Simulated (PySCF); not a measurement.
C3H4N2.
SMILES with atom numbers: `[cH:1]1[cH:2][n:3][nH:4][cH:5]1` (hydrogens: H6 on C1; H7 on C2; H8 on N4; H9 on C5)

Linear response at PBE0/aug-cc-pVTZ (PySCF, frozen core in the response, non-relativistic). Isolated species at its PBE0-D3(BJ)/def2-TZVP geometry, gas phase.

Static isotropic polarisability: 48.19 au (7.14 Å³), principal values 33.6, 54.3, 56.6 au.

Question: What is the polarisability at 1064 nm and at the sodium D line?

Answer: 48.66 au at 1064 nm (+1.0 %), 49.77 au at 589.3 nm (+3.3 %). The rise at 589.3 nm is 3.40 times that at 1064 nm; a pure ω² law gives 3.26. The lowest singlet lies at 203 nm, shorter than both wavelengths.

Question: What is the isotropic C6 coefficient between two such molecules, C6 = (3/π)∫α(iω)² dω?

Answer: 952.7 au (Eh·bohr⁶) by a ten-point quadrature over imaginary frequencies, which is 569 eV·Å⁶ or 54.9 J·nm⁶/mol.

Question: Which effective excitation energy ω̄ makes London's formula C6 = (3/4)α²ω̄ exact here?

Answer: ω̄ = 4·C6/(3α²) = 0.547 Eh = 14.9 eV. A one-pole form α(ω) = α/(1 − ω²/ω̄²) fitted to the 1064 nm value gives 11.9 eV.

Question: What molar refraction at the D line follows from R = (4π/3)·N_A·α′, with α′ the polarisability volume?

Answer: α′ = 7.37 Å³ gives R = 18.60 cm³/mol, for isolated, non-vibrating species.

Question: How anisotropic is the static polarisability, by Δα² = ½[(α1 − α2)² + (α2 − α3)² + (α3 − α1)²]?

Answer: Δα = 21.9 au, or 0.46 of the isotropic value.

Question: What does −C6/R⁶ come to at R = 8 Å between centres?

Answer: -210 J/mol. This is the leading, orientation-averaged term; C8 and higher terms are left out.
